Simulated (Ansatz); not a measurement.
The system is Nb.

```
CELL_PARAMETERS angstrom
-1.66395 1.66395 1.66395
1.66395 -1.66395 1.66395
1.66395 1.66395 -1.66395
ATOMIC_POSITIONS crystal
Nb 0.00000 0.00000 0.00000
```

Base run:

```yaml
Program: Ansatz 0.2.0
Functional: revPBE
Potentials_or_basis: Ansatz PAW
Cutoff: "420 eV (not typed: the program's choice for these potentials)"
k_mesh: 11 × 11 × 11
Occupations: fermi-dirac, width 0.05 eV
Spin: no spin polarisation
```

Its results: band gap on the k mesh none (metal or under the smearing width); pressure 0.0 GPa.

**Question.** The run is repeated on the same cell with these changes: functional from revPBE to PBEsol. What comes out?

**Answer.** Band gap on the k mesh none (metal or under the smearing width); pressure -7.8 GPa.

PBEsol binds more tightly than revPBE, so the same cell stands under less pressure.

Caveats: the PAW data sets come from PBE, with cores solved anew for the run's functional, which leaves a small shift of forces and pressure.
